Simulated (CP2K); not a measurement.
Runs of CP2K 2026.2 on Te2Mo. The cell holds a slab with vacuum, 3 atoms: a = 3.560 Å, b = 3.560 Å, c = 17.524 Å, α = 90.00°, β = 90.00°, γ = 120.00°. 

| level | potentials or basis | smearing | EPS_DEFAULT | NGRIDS | points a segment of the path (NPOINTS) | bands added on the path | CUTOFF of the grids | gap on the mesh (eV) | largest force (eV/Å) |
| --- | --- | --- | --- | --- | --- | --- | --- | --- | --- |
| r2SCAN | POTENTIAL_UZH Te GTH-SCAN-q6, Mo GTH-SCAN-q14; TZVP-MOLOPT-SCAN-GTH basis | fermi-dirac 0.0259 eV | 1.0E-9 | 4 | 8 | 6 | 675 Ry | 1.12 | 0.17 |
| r2SCAN | POTENTIAL_UZH Te GTH-SCAN-q6, Mo GTH-SCAN-q14; TZVP-MOLOPT-SCAN-GTH basis | fermi-dirac 0.1 eV | 1.0E-9 | 5 | 6 | 4 | 675 Ry | 1.12 | 0.17 |
| LDA | GTH_POTENTIALS Te GTH-PADE-q6, Mo GTH-PADE-q14; TZVP-MOLOPT-PBE-GTH basis | fermi-dirac 0.1 eV | 1.0E-9 | 5 | 8 | 2 | 450 Ry | 1.04 | 0.15 |
| LDA | GTH_POTENTIALS Te GTH-PADE-q6, Mo GTH-PADE-q14; TZVP-MOLOPT-PBE-GTH basis | fermi-dirac 0.0259 eV | 1.0E-9 | 4 | 10 | 4 | 450 Ry | 1.04 | 0.15 |
| TASK | POTENTIAL_UZH Te GTH-SCAN-q6, Mo GTH-SCAN-q14; TZVP-MOLOPT-SCAN-GTH basis | fermi-dirac 0.1 eV | 1.0E-10 | 5 | 8 | 4 | 675 Ry | (a) | 0.21 |

Alike in all rows: task band structure; no spin polarisation; cell as given; k mesh 9 × 9 × 2.

**Question.** Estimate the missing entries.

**Answer.** (a) 1.17.

Caveats: spin-orbit coupling is left out, which moves the levels of the heavy elements; the basis of atomic orbitals isn't converged, which shifts pressures, moduli and gaps; the potentials were made for another functional, which shifts forces and pressure (some runs).

A k mesh can miss the band edges, and the runs leave out spin-orbit coupling on Mo, Te.

Not every run made on this cell is shown here.
